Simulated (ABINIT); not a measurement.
# Te2Mo (P6_3/mmc) in ABINIT: notebook

The runs below take Te2Mo through band structure, with HLE16, BLYP, LDA-PZ.

All numbers are computed with ABINIT 10.8.3 (patched build); they aren't measurements. Logs are shortened: lines on timing, memory, paths and dates and some standing lists are left out, and cuts for length are marked. The log counts tension as positive stress, the text compression.

**Measured values to compare with.**

“Broadband infrared study of pressure-tunable Fano resonance and metallization transition in 2H-MoTe2”, 2022, pmc:9569381 quotes, for a bulk crystal of Te2Mo at 300 K: band gap 0.88 ± 0.05 eV (indirect).

The results are compared with them further down.

**1. The structure**

It takes space group P6_3/mmc (No. 194, hexagonal). Conventional cell: a = 3.518 Å, b = 3.518 Å, c = 13.974 Å, α = 90.00°, β = 90.00°, γ = 120.00°. Te (site symmetry 3m) is surrounded by 3 Mo at 2.72 Å. Mo (site symmetry -6m2) is surrounded by 6 Te at 2.72 Å.

**2. Band structure, HLE16**

File run.abi:

```
ndtset 2

pp_dirpath "./"
pseudos "Te.GGA_PBE-JTH.xml, Mo.GGA_PBE-JTH.xml"

acell 3*1.0 Angstrom
rprim
     3.5182000000     0.0000000000     0.0000000000
    -1.7591000000     3.0468505756     0.0000000000
     0.0000000000     0.0000000000    13.9736000000
ntypat 2
znucl 52 42
natom 6
typat 1 1 1 1 2 2
xred
     0.6666666667     0.3333333333     0.3790000000
     0.3333333333     0.6666666667     0.8790000000
     0.6666666667     0.3333333333     0.1210000000
     0.3333333333     0.6666666667     0.6210000000
     0.6666666667     0.3333333333     0.7500000000
     0.3333333333     0.6666666667     0.2500000000

ecut 15.0
pawecutdg 30.0
pawxcdev 0

ixc -545

occopt 3
tsmear 0.05 eV

nstep 100

iomode 3
prtwf 0
prteig 0
prtebands 0
enunit 1
prtden1 1

kptopt1 1
ngkpt1 9 9 2
nshiftk1 1
shiftk1 0.0 0.0 0.0
nband1 32
tolvrs1 1.0e-9

iscf2 -2
getden2 1
nband2 38
nbdbuf2 4
tolwfr2 1.0e-11
kptopt2 -7
ndivsm2 6
prteig2 1
prtvol2 -3
kptbounds2
     0.0000000000     0.0000000000     0.0000000000
     0.5000000000     0.0000000000     0.0000000000
     0.3333333333     0.3333333333     0.0000000000
     0.0000000000     0.0000000000     0.0000000000
     0.0000000000     0.0000000000     0.5000000000
     0.5000000000     0.0000000000     0.5000000000
     0.3333333333     0.3333333333     0.5000000000
     0.0000000000     0.0000000000     0.5000000000
```

Potentials or basis: JTH PAW PBE v2.0.

Run with:

```console
> abinit run.abi > log 2>&1
```

run.abo:

```text
.Version 10.8.3 of ABINIT
 DATASET    1 : space group P6_3/m m c (#194); Bravais hP (primitive hexag.)
================================================================================
 Values of the parameters that define the memory need for DATASET  1.
     intxc =       0    ionmov =       0      iscf =       7    lmnmax =      18
     lnmax =       6     mgfft =      96  mpssoang =       3    mqgrid =    6511
     natom =       6  nloc_mem =       2    nspden =       1   nspinor =       1
    nsppol =       1      nsym =      24    n1xccc =       1    ntypat =       2
    occopt =       3   xclevel =       2
       mpw =        2818          nfft =       55296          nkpt =          24
 PAW method is used; the additional fine FFT grid is defined by:
   mgfftf=       135    nfftf =    174960
================================================================================
================================================================================

 DATASET    2 : space group P6_3/m m c (#194); Bravais hP (primitive hexag.)
================================================================================
 Values of the parameters that define the memory need for DATASET  2.
     intxc =       0    ionmov =       0      iscf =      -2    lmnmax =      18
     lnmax =       6     mgfft =      96  mpssoang =       3    mqgrid =    6511
     natom =       6  nloc_mem =       2    nspden =       1   nspinor =       1
    nsppol =       1      nsym =      24    n1xccc =       1    ntypat =       2
    occopt =       3   xclevel =       2
       mpw =        2838          nfft =       55296          nkpt =         159
 PAW method is used; the additional fine FFT grid is defined by:
   mgfftf=       135    nfftf =    174960
================================================================================
================================================================================

--------------------------------------------------------------------------------
------------- Echo of variables that govern the present computation ------------
--------------------------------------------------------------------------------
 -outvars: echo values of preprocessed input variables --------
            acell      1.8897261259E+00  1.8897261259E+00  1.8897261259E+00 Bohr
              amu      1.27600000E+02  9.59400000E+01
             ecut      1.50000000E+01 Hartree
           enunit           1
           getden1          0
           getden2          1
             iscf1          7
             iscf2         -2
              ixc        -545
           jdtset        1    2
           kptopt1          1
           kptopt2         -7
         kptrlatt        9    0    0      0    9    0      0    0    2
          kptrlen1     5.28125540E+01
          kptrlen2     3.00000000E+01
            natom           6
            nband1         32
            nband2         38
           nbdbuf1          0
           nbdbuf2          4
           ndtset           2
           ndivsm1          0
           ndivsm2          6
            ngfft          24      24      96
          ngfftdg          36      36     135
             nkpt1         24
             nkpt2        159
            nstep         100
             nsym          24
           ntypat           2
           occopt           3
        pawecutdg      3.00000000E+01 Hartree
         pawxcdev           0
        prtebands           0
           prteig1          0
           prteig2          1
           prtvol1          0
           prtvol2         -3
            prtwf           0
            rprim      3.5182000000E+00  0.0000000000E+00  0.0000000000E+00
                      -1.7591000000E+00  3.0468505756E+00  0.0000000000E+00
                       0.0000000000E+00  0.0000000000E+00  1.3973600000E+01
           shiftk1     0.00000000E+00  0.00000000E+00  0.00000000E+00
           shiftk2     5.00000000E-01  5.00000000E-01  5.00000000E-01
          spgroup         194
           tolvrs1     1.00000000E-09
[... 39 lines left out ...]
 length scales=  1.889726125908  1.889726125908  1.889726125908 bohr
              =  1.000000000000  1.000000000000  1.000000000000 angstroms
 Eigenvalues (   eV  ) for nkpt= 159  k points:
 kpt#   1, nband= 38, wtk=  1.00000, kpt=  0.0000  0.0000  0.0000 (reduced coord)
 -68.84484  -68.84483  -42.59044  -42.59043  -42.52035  -42.52035  -42.52034  -42.52034
 -19.40295  -19.13574  -18.69069  -18.31016  -11.59651  -10.55365   -8.90493   -7.96242
  -7.96242   -7.94724   -7.94724   -7.33175   -7.33175   -7.29849   -7.29849   -7.02531
  -6.75010   -6.34278   -3.68158   -3.68158   -3.57279   -3.57279   -3.55256   -3.55256
  -3.36643   -3.36643   -0.09793    0.54768    2.12196    2.13120
 kpt#   2, nband= 38, wtk=  1.00000, kpt=  0.0179  0.0000  0.0000 (reduced coord)
 -68.84480  -68.84476  -42.59038  -42.59037  -42.52066  -42.52065  -42.52042  -42.52042
 -19.39891  -19.13178  -18.68764  -18.30744  -11.59193  -10.54933   -8.90846   -7.97189
  -7.95933   -7.95636   -7.94390   -7.35363   -7.33772   -7.30413   -7.29811   -7.02460
  -6.73587   -6.34700   -3.69689   -3.67902   -3.58969   -3.56906   -3.56806   -3.56128
  -3.38983   -3.37364   -0.07636    0.56817    2.12176    2.15775
 kpt#   3, nband= 38, wtk=  1.00000, kpt=  0.0357  0.0000  0.0000 (reduced coord)
 -68.84472  -68.84470  -42.59019  -42.59019  -42.52158  -42.52158  -42.52064  -42.52064
 -19.38681  -19.11993  -18.67853  -18.29928  -11.57824  -10.53643   -8.91898   -8.00024
  -7.98360   -7.95013   -7.93393   -7.41294   -7.35546   -7.32107   -7.29750   -7.02259
  -6.70018   -6.35975   -3.74041   -3.67141   -3.63883   -3.61699   -3.58706   -3.55426
[... 923 lines left out ...]
  -6.43326   -6.43302   -3.71626   -3.71604   -3.65070   -3.65042   -3.51001   -3.50977
  -3.45562   -3.45533    0.38792    0.38797    2.37556    2.42481
 kpt# 158, nband= 38, wtk=  1.00000, kpt=  0.0104  0.0104  0.5000 (reduced coord)
 -68.84480  -68.84480  -42.59038  -42.59038  -42.52066  -42.52066  -42.52042  -42.52042
 -19.29544  -19.29521  -18.46878  -18.46856  -11.18034  -11.18019   -8.00360   -8.00349
  -7.96210   -7.96210   -7.95175   -7.95174   -7.32094   -7.32094   -7.31161   -7.31161
  -6.42794   -6.42769   -3.67065   -3.67040   -3.65321   -3.65296   -3.45258   -3.45233
  -3.43836   -3.43809    0.32592    0.32597    2.31639    2.33405
 kpt# 159, nband= 38, wtk=  1.00000, kpt=  0.0000  0.0000  0.5000 (reduced coord)
 -68.84480  -68.84480  -42.59044  -42.59044  -42.52034  -42.52034  -42.52034  -42.52034
 -19.29951  -19.29928  -18.47174  -18.47152  -11.18471  -11.18456   -7.99221   -7.99208
  -7.95500   -7.95500   -7.95500   -7.95500   -7.31494   -7.31494   -7.31494   -7.31494
  -6.42629   -6.42605   -3.65469   -3.65469   -3.65444   -3.65444   -3.43234   -3.43234
  -3.43209   -3.43209    0.30450    0.30455    2.28666    2.29240

== END DATASET(S) ==============================================================
================================================================================

 -outvars: echo values of variables after computation  --------
            acell      1.8897261259E+00  1.8897261259E+00  1.8897261259E+00 Bohr
           etotal1    -1.7813636775E+02
            fcart1    -1.6875183429E-30 -1.0717180865E-29 -5.3383917599E-02
                      -6.7500733717E-30  9.7428916954E-30 -5.3383917599E-02
                       1.3500146743E-29 -1.3640048374E-29  5.3383917599E-02
                      -1.6875183429E-30  1.2665759204E-29  5.3383917599E-02
                      -1.6875183429E-30  9.7428916954E-31  2.3129646346E-18
                      -1.6875183429E-30  9.7428916954E-31  2.3129646346E-18
            rprim      3.5182000000E+00  0.0000000000E+00  0.0000000000E+00
                      -1.7591000000E+00  3.0468505756E+00  0.0000000000E+00
                       0.0000000000E+00  0.0000000000E+00  1.3973600000E+01
           strten1     4.9955944573E-04  4.9955944564E-04  5.8116550987E-04
                       0.0000000000E+00  0.0000000000E+00  0.0000000000E+00
           xangst      1.7591000000E+00  1.0156168585E+00  5.2959944000E+00
                      -6.4028626442E-17  2.0312337171E+00  1.2282794400E+01
                       1.7591000000E+00  1.0156168585E+00  1.6908056000E+00
                      -6.4028626442E-17  2.0312337171E+00  8.6776056000E+00
                       1.7591000000E+00  1.0156168585E+00  1.0480200000E+01
                      -6.4028626442E-17  2.0312337171E+00  3.4934000000E+00
             xred      6.6666666667E-01  3.3333333333E-01  3.7900000000E-01
                       3.3333333333E-01  6.6666666667E-01  8.7900000000E-01
                       6.6666666667E-01  3.3333333333E-01  1.2100000000E-01
                       3.3333333333E-01  6.6666666667E-01  6.2100000000E-01
                       6.6666666667E-01  3.3333333333E-01  7.5000000000E-01
                       3.3333333333E-01  6.6666666667E-01  2.5000000000E-01
 Calculation completed.
```

Run time: 8.5 min. Hardware: 1 thread of Arm Neoverse V2, shared host; peak memory 0.4 GiB.

Results:

```
Free energy                                           : -4847.3375 eV
Pressure                                              : -15.5 GPa
Largest force                                         : 2.745 eV/Å
Band gap on the k mesh                                : 0.97 eV, direct
Band gap along the path                               : 0.94 eV, indirect (least direct gap 0.97 eV)
Valence electrons inside the program's atomic spheres : Te 3.45, 3.44; Mo 11.51
```

Forces on the atoms (eV/Å):
```
Te   0.000  0.000 -2.745
Te   0.000  0.000 -2.745
Te   0.000  0.000  2.745
Te   0.000  0.000  2.745
Mo   0.000  0.000  0.000
Mo   0.000  0.000  0.000
```

Levels at the corners of the path, in eV from the valence-band top:
```
point  band 22  band 23  band 24  band 25  band 26  band 27  band 28  band 29  band 30  band 31
    Γ    -1.01    -1.01    -0.74    -0.46    -0.06     2.60     2.60     2.71     2.71     2.73
    M    -1.78    -0.67    -0.67    -0.64    -0.42     1.15     1.20     1.42     1.64     2.66
    K    -3.08    -1.92    -1.92    -0.11     0.00     0.97     0.97     1.54     2.16     2.16
    Γ    -1.01    -1.01    -0.74    -0.46    -0.06     2.60     2.60     2.71     2.71     2.73
    A    -1.03    -1.03    -1.03    -0.14    -0.14     2.63     2.63     2.63     2.63     2.85
    L    -1.87    -0.66    -0.66    -0.53    -0.53     1.17     1.17     1.54     1.54     3.08
    H    -2.69    -2.04    -2.04    -0.06    -0.06     0.97     0.97     1.83     1.83     2.18
    A    -1.03    -1.03    -1.03    -0.14    -0.14     2.63     2.63     2.63     2.63     2.85
```

Caveat: the potentials were made for a functional far from this one; so large a pressure means that the cell lies far from this level's equilibrium, or that cutoff or potentials fall short; the potentials were made for another functional, which shifts forces and pressure; spin-orbit coupling is left out, which moves the levels of the heavy elements.

**3. Band structure, BLYP**

Changes to run.abi since step 2:

```diff
@@ -1,3 +1,5 @@
+# Datasets: ground state, then fixed potential
 ndtset 2
 
+# Pseudopotentials
 pp_dirpath "./"
@@ -5,2 +7,3 @@
 
+# Structure
 acell 3*1.0 Angstrom
@@ -22,2 +25,3 @@
 
+# Plane-wave basis
 ecut 15.0
@@ -26,9 +30,13 @@
 
-ixc -545
+# Exchange and correlation
+ixc -106131
 
+# Bands and occupations
 occopt 3
-tsmear 0.05 eV
+tsmear 0.00183747
 
+# SCF cycle
 nstep 100
 
+# Output
 iomode 3
@@ -39,3 +47,7 @@
 prtden1 1
+prtvha1 1
+prtvclmb1 1
+prtpot1 1
 
+# Dataset 1
 kptopt1 1
@@ -47,2 +59,3 @@
 
+# Dataset 2: bands along G-M-K-G-A-L-H-A
 iscf2 -2
@@ -53,3 +66,3 @@
 kptopt2 -7
-ndivsm2 6
+ndivsm2 8
 prteig2 1
```

Potentials or basis: JTH PAW PBE v2.0.

Run with:

```console
> abinit run.abi > log 2>&1
```

Run time: 9.1 min. Hardware: 1 thread of Arm Neoverse V2, shared host; peak memory 0.5 GiB.

It converged, with:

```
Free energy                                           : -4647.7080 eV
Pressure                                              : 10.1 GPa
Largest force                                         : 0.604 eV/Å
Band gap on the k mesh                                : 0.77 eV, indirect (least direct gap 1.04 eV)
Band gap along the path                               : 0.69 eV, indirect (least direct gap 1.04 eV)
Valence electrons inside the program's atomic spheres : Te 3.22, 3.21; Mo 11.30
```

Forces in eV/Å, atoms in the order of the input:
```
Te   0.000  0.000  0.604
Te   0.000  0.000  0.604
Te   0.000  0.000 -0.604
Te   0.000  0.000 -0.604
Mo   0.000  0.000  0.000
Mo   0.000  0.000  0.000
```

Stress tensor (GPa, compression positive):
```
10.32  0.00  0.00
 0.00 10.32  0.00
 0.00  0.00  9.67
```

Levels at the corners of the path, in eV from the valence-band top:
| point | band 23 | band 24 | band 25 | band 26 | band 27 | band 28 | band 29 | band 30 |
| --- | --- | --- | --- | --- | --- | --- | --- | --- |
| Γ | -1.06 | -1.03 | -0.39 | 0.00 | 2.80 | 2.80 | 2.92 | 2.92 |
| M | -0.96 | -0.91 | -0.67 | -0.39 | 1.21 | 1.27 | 1.40 | 1.71 |
| K | -1.90 | -1.90 | -0.31 | -0.10 | 0.93 | 0.93 | 1.15 | 2.14 |
| Γ | -1.06 | -1.03 | -0.39 | 0.00 | 2.80 | 2.80 | 2.92 | 2.92 |
| A | -1.08 | -1.08 | -0.10 | -0.10 | 2.83 | 2.83 | 2.83 | 2.83 |
| L | -0.92 | -0.92 | -0.53 | -0.53 | 1.24 | 1.24 | 1.57 | 1.57 |
| H | -2.07 | -2.07 | -0.23 | -0.23 | 0.94 | 0.94 | 1.60 | 1.60 |
| A | -1.08 | -1.08 | -0.10 | -0.10 | 2.83 | 2.83 | 2.83 | 2.83 |

Caveat: the PAW data sets were made with another functional, which shifts forces and pressure a little; spin-orbit coupling is left out, which moves the levels of the heavy elements; this functional lacks dispersion, which binds the layers, so the pressure and a relaxed spacing across them are unreliable.

**4. Band structure, LDA-PZ**

Changes to run.abi since step 3:

```diff
@@ -5,10 +5,10 @@
 pp_dirpath "./"
-pseudos "Te.GGA_PBE-JTH.xml, Mo.GGA_PBE-JTH.xml"
+pseudos "Te.LDA_PW-JTH.xml, Mo.LDA_PW-JTH.xml"
 
 # Structure
-acell 3*1.0 Angstrom
+acell 3*1.0
 rprim
-     3.5182000000     0.0000000000     0.0000000000
-    -1.7591000000     3.0468505756     0.0000000000
-     0.0000000000     0.0000000000    13.9736000000
+     6.6484344517     0.0000000000     0.0000000000
+    -3.3242172258     5.7577131305     0.0000000000
+     0.0000000000     0.0000000000    26.4062769751
 ntypat 2
@@ -28,6 +28,5 @@
 pawecutdg 30.0
-pawxcdev 0
 
 # Exchange and correlation
-ixc -106131
+ixc 2
 
@@ -47,5 +46,2 @@
 prtden1 1
-prtvha1 1
-prtvclmb1 1
-prtpot1 1
 
@@ -66,3 +62,3 @@
 kptopt2 -7
-ndivsm2 8
+ndivsm2 5
 prteig2 1
```

Potentials or basis: JTH PAW LDA v2.0.

Run with:

```console
> abinit run.abi > log 2>&1
```

It took 6.1 min on 1 thread of Arm Neoverse V2, shared host; peak memory 0.32 GiB.

The run converged. Its results:

* Free energy: -4677.1898 eV
* Pressure: -2.1 GPa
* Largest force: 0.155 eV/Å
* Band gap on the k mesh: 0.71 eV, indirect (least direct gap 1.03 eV)
* Band gap along the path: 0.63 eV, indirect (least direct gap 1.03 eV)
* Valence electrons inside the program's atomic spheres: Te 3.19, 3.18; Mo 11.26

Forces on the atoms (eV/Å):
```
Te   0.000  0.000 -0.155
Te   0.000  0.000 -0.155
Te   0.000  0.000  0.155
Te   0.000  0.000  0.155
Mo   0.000  0.000  0.000
Mo   0.000  0.000  0.000
```

Stress tensor (GPa, compression positive):
```
-2.17  0.00  0.00
 0.00 -2.17  0.00
 0.00  0.00 -1.97
```

Levels at the corners of the path, in eV from the valence-band top:
| point | band 22 | band 23 | band 24 | band 25 | band 26 | band 27 | band 28 | band 29 | band 30 | band 31 |
| --- | --- | --- | --- | --- | --- | --- | --- | --- | --- | --- |
| Γ | -1.09 | -1.06 | -1.06 | -0.38 | 0.00 | 2.84 | 2.84 | 2.95 | 2.95 | 3.03 |
| M | -1.85 | -1.06 | -0.97 | -0.66 | -0.38 | 1.23 | 1.30 | 1.39 | 1.73 | 2.51 |
| K | -3.17 | -1.88 | -1.88 | -0.34 | -0.11 | 0.93 | 0.93 | 1.06 | 2.13 | 2.24 |
| Γ | -1.09 | -1.06 | -1.06 | -0.38 | 0.00 | 2.84 | 2.84 | 2.95 | 2.95 | 3.03 |
| A | -1.08 | -1.08 | -1.08 | -0.09 | -0.09 | 2.87 | 2.87 | 2.87 | 2.87 | 3.19 |
| L | -1.98 | -1.00 | -1.00 | -0.52 | -0.52 | 1.26 | 1.26 | 1.58 | 1.58 | 2.96 |
| H | -2.80 | -2.04 | -2.04 | -0.25 | -0.25 | 0.93 | 0.93 | 1.55 | 1.55 | 2.32 |
| A | -1.08 | -1.08 | -1.08 | -0.09 | -0.09 | 2.87 | 2.87 | 2.87 | 2.87 | 3.19 |

Caveat: spin-orbit coupling is left out, which moves the levels of the heavy elements.

**5. Overview**

| level | potentials or basis | gap on the mesh (eV) | pressure (GPa) | largest force (eV/Å) |
| --- | --- | --- | --- | --- |
| HLE16 | JTH PAW PBE v2.0 | 0.97 | -15.5 | 2.75 |
| BLYP | JTH PAW PBE v2.0 | 0.77 | 10.1 | 0.60 |
| LDA-PZ | JTH PAW LDA v2.0 | 0.71 | -2.1 | 0.16 |

Alike in all rows: task band structure; no spin polarisation; cell as given; k mesh 9 × 9 × 2; cutoff (eV) 408; smearing fermi-dirac 0.05 eV.

Caveats: spin-orbit coupling is left out, which moves the levels of the heavy elements; the potentials were made for a functional far from this one (some runs); so large a pressure means that the cell lies far from this level's equilibrium, or that cutoff or potentials fall short (some runs); the potentials were made for another functional, which shifts forces and pressure (some runs); the PAW data sets were made with another functional, which shifts forces and pressure a little (some runs); this functional lacks dispersion, which binds the layers, so the pressure and a relaxed spacing across them are unreliable (some runs).

Absolute energies hang on the potentials; compare differences alone.

**6. How close it comes**

Step 3. Against the measured gap of Te2Mo, 0.88 eV (indirect; 300 K; quoted in “Broadband infrared study of pressure-tunable Fano resonance and metallization transition in 2H-MoTe2”, 2022, pmc:9569381), the calculated 0.69 eV is off by -0.19 eV. Spin-orbit coupling on Mo, Te is left out. The value is that of BLYP, without temperature or zero-point motion. Semilocal functionals fall short of measured gaps as a rule.

Step 4. Against the measured gap of Te2Mo, 0.88 eV (indirect; 300 K; quoted in “Broadband infrared study of pressure-tunable Fano resonance and metallization transition in 2H-MoTe2”, 2022, pmc:9569381), the calculated 0.63 eV is off by -0.25 eV. Spin-orbit coupling on Mo, Te is left out. The value is that of LDA-PZ, without temperature or zero-point motion. Semilocal functionals fall short of measured gaps as a rule.
